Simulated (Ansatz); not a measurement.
Ansatz input file:

```yaml
crystal:
  lattice:
    - [2.5849521312, 0.0, 0.0]
    - [-1.2924760656, 2.2386342132, 0.0]
    - [0.0, 0.0, 3.9439494313]
  atoms:
    - { symbol: Co, position: [0.66666667, 0.33333333, 0.75], spin: 1.87 }
    - { symbol: Co, position: [0.33333333, 0.66666667, 0.25], spin: 1.87 }
basis:
  ecutwfc: 420
kpoints:
  mp_grid: { grid: [18, 18, 10] }
hamiltonian:
  xc: pbe
scf:
  occupations: { method: gaussian, width: 0.1 }
output:
  forces: true
  stress: true
  eigenvalues: true
  populations: true
magnetization:
  spin_polarized: true
```

It can be run as
```bash
ansatz run input.yaml --threads 1 --pin off --backend cpu --events-out ev --progress --plain --runs-dir out  # memory cap (--max-ram) not shown
```

The calculation used Ansatz 0.2.0, DFT PBE, scalar-relativistic, plane waves, PAW.

Abridged output (final results; tables in files aren't shown):

```
SCF 1 converged in 10 iterations: F = -10252.232611 eV  dr2 = 1.92e-10
the search or the solves at the SCF's close seem to have found levels that the self-consistency loop had missed (the run counts 1). By its estimate they hold under 1e-12 electrons; where the run keeps them, the occupations were computed again with them
SCF converged after 10 iterations
Magnetization: 3.2764 μB (18.6382 up, 15.3618 down)
Absolute magnetization: 3.6426 μB (∫|ρ↑−ρ↓|, with the PAW one-centre terms)
Spin contamination: 0.0640 ħ² per cell (⟨S²⟩ above its minimum at these occupations)
Per-site moments (μB) at R_I (Å): [(1.72331867, 1.02013594), (1.72331867, 1.02013594)]
Free energy (F): -10252.232611 eV
Harris-Foulkes:  -10252.232611 eV  (|F-HF|=1.82e-10)
Internal energy: -10252.223362 eV  (E = F + TS)
E sigma→0 (E₀):  -10252.227987 eV
Entropy (-TS):   -0.009249 eV (-4.625 meV/atom)
Fermi energy:    17.568036 eV
--- Per-component energies (eV) ---
  E_band       = -523.167092
  E_kinetic    = 904.458317
  E_local      = -5815.446107  (includes V_loc(G=0)·N_el)
  E_nonlocal   = 908.867516
  E_hartree    = 2432.371672
  E_xc         = -316.915197
  E_vxc        = -408.877213  (∫ρ·V_xc dr)
  E_paw        = -3030.318810  (= ΣΔE_a)
  E_vpaw       = -976.914418  (= ΣTr[D̂ρ^β])
  E_aug_tail   = 0.000159  (compensation charges beyond the density's cutoff)
  E_ewald      = -5335.240911
  E_smearing   = -0.009249  (= −TS)
--- Forces (eV/Å), atoms counted from 1 ---
  atom   1  Co     0.00000000     0.00000000     0.00000000
  atom   2  Co     0.00000000     0.00000000     0.00000000
--- Stress (GPa, compression-positive) ---
      -13.457215       0.000000       0.000000
        0.000000     -13.457215       0.000000
        0.000000       0.000000       0.761876
  P = ⅓ Tr σ = -8.7175 GPa (-87.175 kbar)
--- Band table (eV; the first three rows and the last of 444) ---
  k-point 0 ↑: bands = ["-78.4555", "-78.3976", "-41.8313", "-41.6253", "-41.6253", "-41.5697", "-41.5697", "-41.5137", "8.8705", "12.6770", "15.0111", "15.0111", "15.2891", "15.3639", "15.3639", "15.4945", "15.4945", "16.7396", "16.7396", "18.1011", "24.2993", "38.2147", "39.6690"]
  k-point 1 ↑: bands = ["-78.4542", "-78.3990", "-41.8236", "-41.6239", "-41.6239", "-41.5711", "-41.5711", "-41.5216", "8.9764", "12.6677", "14.9585", "14.9585", "15.2589", "15.3265", "15.3265", "15.5878", "15.5878", "16.7401", "16.7401", "17.6249", "24.9735", "38.2019", "39.7679"]
  k-point 2 ↑: bands = ["-78.4501", "-78.4031", "-41.8014", "-41.6200", "-41.6200", "-41.5750", "-41.5750", "-41.5445", "9.2897", "12.6102", "14.8741", "14.8741", "15.1746", "15.2285", "15.2285", "15.7899", "15.7899", "16.6295", "16.7304", "16.7304", "26.5876", "38.1673", "40.0590"]
  k-point 221 ↓: bands = ["-76.2980", "-76.2980", "-39.7416", "-39.7416", "-39.6510", "-39.6510", "-39.5260", "-39.5260", "15.1220", "15.1220", "15.2004", "15.2004", "15.9614", "15.9614", "17.5157", "17.5157", "18.6148", "18.6148", "23.2979", "23.2979", "25.0992", "25.0992", "27.0179"]
--- Löwdin populations: 2 sites ---
  site symbol q [e]    m [muB]
     0     Co     16.7806     1.7082
     1     Co     16.7806     1.7082
  spilling = 0.012903 (of n_electrons = 34.000000)
```

The run converged.